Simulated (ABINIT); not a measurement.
CdSe, 2 atoms in the cell. The structure is cubic, space group F-43m (No. 216). The conventional cell has a = 6.087 Å, b = 6.087 Å, c = 6.087 Å, α = 90.00°, β = 90.00°, γ = 90.00°. Cd (site symmetry -43m) is surrounded by 4 Se at 2.64 Å. Se (site symmetry -43m) has 4 Cd at 2.64 Å as nearest neighbours. Measurements of this composition are mostly on another form, of space group No. 186. The cell isn't the ideal one: cell relaxed.

- Program: ABINIT 10.8.3 (patched build)
- Task: single point
- Functional: PBEsol
- Potentials or basis: JTH PAW PBE v2.0
- Cutoff: 327 eV
- k mesh: 6 × 6 × 6
- Occupations: fermi-dirac, width 0.05 eV
- Spin: no spin polarisation
- Fine-grid cutoff: 653.073 eV
- Exchange and correlation inside the PAW spheres: full angular mesh (pawxcdev 0, this build's default; the released program takes 1)

Potentials or basis: JTH PAW PBE v2.0.

Launch:

```sh
$ abinit run.abi > log 2>&1
```

Hardware: 1 thread of Arm Neoverse V1, with other jobs on the host.

Q: How long does it take, and how much memory?

A: Wall time 19 s on 1 thread of Arm Neoverse V1, with other jobs on the host, peak memory 0.1 GiB. Counts: scf iterations 18, k points 16, bands 13, plane waves 769.
